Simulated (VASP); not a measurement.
# Cu: intraband terms of a metal's spectrum

Cu, I4/mmm (no. 139), 1 atom in the cell. PBE, independent-particle dielectric function; PAW potentials Cu (PBE set).

## Input

INCAR.step1:
```
EDIFF    = 1E-7           # SCF threshold, eV
ENCUT    = 340            # plane-wave cutoff, eV
ISMEAR   = 1              # smearing method
KPAR     = 4            
LASPH    = True           # aspherical terms in the spheres
LCHARG   = True           # write CHGCAR
LMAXMIX  = 4              # l up to which the mixer works
LWAVE    = False          # write WAVECAR
PREC     = Accurate       # precision mode
SIGMA    = 0.1            # smearing width, eV
```

INCAR.step2:
```
CSHIFT   = 0.1          
EDIFF    = 1E-6           # SCF threshold, eV
ENCUT    = 340            # plane-wave cutoff, eV
ICHARG   = 11             # starting density
ISMEAR   = 0              # smearing method
KPAR     = 4            
LASPH    = True           # aspherical terms in the spheres
LCHARG   = False          # write CHGCAR
LMAXMIX  = 4              # l up to which the mixer works
LWAVE    = True           # write WAVECAR
NBANDS   = 20             # bands
NEDOS    = 3000           # points of the DOS
OMEGAMAX = 30           
PREC     = Accurate       # precision mode
SIGMA    = 0.3            # smearing width, eV
```

INCAR.step3, as INCAR.step2 but for:
```
- LWAVE = True
+ ALGO = None
+ ISTART = 1
+ LOPTICS = True
+ LWAVE = False
+ NELM = 1
```

INCAR.step4, as INCAR.step3 but for:
```
+ WPLASMAI = 0.03
```

INCAR.step5 to INCAR.step6 change the same tag again: WPLASMAI = 0.1, 0.3.

INCAR.step7, as INCAR.step6 but for:
```
- WPLASMAI = 0.3
+ RTIME = 5
```

INCAR.step8, as INCAR.step7 but for:
```
- RTIME = 5
+ RTIME = 1
```

INCAR.step9, as INCAR.step8 but for:
```
- RTIME = 1
+ LNABLA = True
```

INCAR.step10, as INCAR.step9 but for:
```
- ISMEAR = 0
- LNABLA = True
+ ISMEAR = -5
```

KPOINTS.step1:
```
k-points
0
Gamma
  13 13 13
```

KPOINTS.step2:
```
k-points
0
Gamma
  15 15 15
```

POSCAR:
```
Cu
1.0
   -1.4427933200      1.4427933200      1.3760814500
    1.4427933200     -1.4427933200      1.3760814500
    1.4427933200      1.4427933200     -1.3760814500
Cu
1
Direct
    0.0000000000      0.0000000000      0.0000000000
```

Commands (each step's output is kept before the next begins):
```
cat potpaw_PBE.64/Cu/POTCAR > POTCAR
cp INCAR.step1 INCAR
cp KPOINTS.step1 KPOINTS
mpirun -np 4 vasp_std > vasp.out
cp INCAR.step2 INCAR
cp KPOINTS.step2 KPOINTS
mpirun -np 4 vasp_std > vasp.out
cp INCAR.step3 INCAR
mpirun -np 4 vasp_std > vasp.out
cp INCAR.step4 INCAR
mpirun -np 4 vasp_std > vasp.out
cp INCAR.step5 INCAR
mpirun -np 4 vasp_std > vasp.out
cp INCAR.step6 INCAR
mpirun -np 4 vasp_std > vasp.out
cp INCAR.step7 INCAR
mpirun -np 4 vasp_std > vasp.out
cp INCAR.step8 INCAR
mpirun -np 4 vasp_std > vasp.out
cp INCAR.step9 INCAR
mpirun -np 4 vasp_std > vasp.out
cp INCAR.step10 INCAR
mpirun -np 4 vasp_std > vasp.out
```

## Result

- Bands: 20

One ground state, settings moved in the last step alone:

| Settings | Plasma frequency (eV) | Im ε at 0.5 eV | Im ε at 1 eV | Im ε at 2 eV | Im ε at 4 eV | Time (s) |
|---|---|---|---|---|---|---|
| interband part alone | 8.34 | 0.1 | 0.9 | 5.5 | 4.4 | 6 |
| Drude term, WPLASMAI 0.03 | 8.34 | 16.8 | 3.0 | 5.7 | 4.4 | 6 |
| Drude term, WPLASMAI 0.1 | 8.34 | 53.6 | 7.8 | 6.3 | 4.5 | 5 |
| Drude term, WPLASMAI 0.3 | 8.34 | 122.8 | 20.0 | 8.0 | 4.7 | 5 |
| relaxation time RTIME 5 fs | 8.34 | 68.6 | 9.9 | 6.6 | 4.5 | 5 |
| relaxation time RTIME 1 fs | 8.34 | 134.1 | 32.8 | 10.6 | 5.1 | 5 |
| transversal form (LNABLA) | 8.46 | 0.1 | 0.8 | 5.2 | 4.3 | 11 |
| tetrahedron method | – | – | – | – | – | no result |

VASP 6.6.1 took 56 s on 4 cores (AMD EPYC 7R43 (Zen 3)), a shared host.
